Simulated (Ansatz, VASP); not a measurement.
## One calculation of CaO, two programs

INCAR

```
PREC = Accurate ; ENCUT = 520
EDIFF = 1E-7 ; ISMEAR = 0
SIGMA = 0.05 ; LREAL = False
LASPH = True ; NELM = 60
ALGO = Normal ; ISIF = 2
LWAVE = False ; LCHARG = False
NBANDS = 15
```

The input KPOINTS:

```
Automatic mesh
0
Gamma
  8 8 8
```

File POSCAR:

```
CaO
1.0
    0.0000000000      2.5224700000      2.5224700000
    2.5224700000      0.0000000000      2.5224700000
    2.5224700000      2.5224700000      0.0000000000
Ca O
1 1
Direct
    0.0000000000      0.0000000000      0.0000000000
    0.5000000000      0.5000000000      0.5000000000
```

Input for Ansatz:

```yaml
crystal:
  lattice:
    - [0.0, 2.52247, 2.52247]
    - [2.52247, 0.0, 2.52247]
    - [2.52247, 2.52247, 0.0]
  atoms:
    - { symbol: Ca, position: [0.0, 0.0, 0.0] }
    - { symbol: O, position: [0.5, 0.5, 0.5] }
basis:
  ecutwfc: 420
kpoints:
  mp_grid: { grid: [8, 8, 8] }
hamiltonian:
  xc: lda
scf:
  occupations: { method: gaussian, width: 0.05 }
output:
  forces: true
  stress: true
  eigenvalues: true
```

Change from the starting cell: strain +0.030 along x and y, +0.030 along z, atoms carried along.

Alike in both runs: task single point; functional LDA; k mesh 8 × 8 × 8; occupations gaussian, width 0.05 eV; no spin polarisation.

|  | VASP | Ansatz |
| --- | --- | --- |
| version | VASP 6.6.1 | Ansatz 0.2.0 |
| potentials or method | VASP PAW LDA potentials, release 64 (Ca_sv, O) | scalar-relativistic, plane waves, PAW |
| plane-wave cutoff (eV) | 520 | 420 |
| valence electrons in the cell | 16 | 16 |

Ansatz gave:

* gap on the k mesh at the Fermi level (eV): 3.49
* least direct gap on the mesh (eV): 3.49
* pressure (GPa): -17.0

Problem. Which values does VASP return?

Solution. gap on the k mesh at the Fermi level (eV): 3.48; least direct gap on the mesh (eV): 3.49; pressure (GPa): -16.6.

Caveats: so large a pressure means that the cell lies far from this level's equilibrium, or that cutoff or potentials fall short (VASP). A k mesh can miss the band edges.
